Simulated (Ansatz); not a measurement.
**In (fcc): from the first guess to the electronic structure**

Task: find the zero-pressure cell of In (fcc) and describe its electrons. Whether the element takes this structure at low temperature is a separate question.

This is In in the fcc structure; at room conditions it is tetragonal.

Program: Ansatz 0.2.0. Level of theory: DFT PBE, scalar-relativistic, plane waves, PAW. These are calculated values, not measurements.

### 1 The system as given

The structure is cubic, space group Fm-3m (No. 225). Conventional cell: a = 4.712 Å, b = 4.712 Å, c = 4.712 Å, α = 90.00°, β = 90.00°, γ = 90.00°. Around In (site symmetry m-3m) lie 12 In at 3.33 Å.

As a file:

```
In
1.0
     0.00000    2.35611    2.35611
     2.35611    0.00000    2.35611
     2.35611    2.35611    0.00000
In
1
Direct
  0.00000 0.00000 0.00000
```

### 2 The first run

The input, input.yaml:

```yaml
crystal:
  lattice:
    - [0.0, 2.3561060463, 2.3561060463]
    - [2.3561060463, 0.0, 2.3561060463]
    - [2.3561060463, 2.3561060463, 0.0]
  atoms:
    - { symbol: In, position: [0.0, 0.0, 0.0] }
basis:
  ecutwfc: 420
  ecutrho_ratio: 4
kpoints:
  mp_grid: { grid: [16, 16, 16] }
hamiltonian:
  xc: pbe
scf:
  occupations: { method: gaussian, width: 0.05 }
output:
  forces: true
  stress: true
  eigenvalues: true
```

Further steps of the session: A step to a new volume; Next volume: 27.567 Å³/atom; The electronic structure.

Q: Predict the outcome of this session. Wanted: space group; conventional cell; volume; pressure; gap; states at the Fermi level.

As calculated:

```
                 quantity                                                                      value
              space group                                                            Fm-3m (No. 225)
        conventional cell  a = 4.795 Å, b = 4.795 Å, c = 4.795 Å, α = 90.00°, β = 90.00°, γ = 90.00°
                   volume                                                             27.567 Å³/atom
                 pressure                                                                   0.00 GPa
                      gap                                                               none (metal)
states at the Fermi level                                                       0.42 per eV per cell
```

What this shows: From the first run shown, the volume went from 26.16 to 27.57 Å³/atom (+5.4 %) in 3 runs, where the pressure is zero within 0.01 GPa. There is no gap at this level of theory; the largest share of the states at the Fermi level is In 5p (68 % of the projected weight, then In 5s with 32 %).
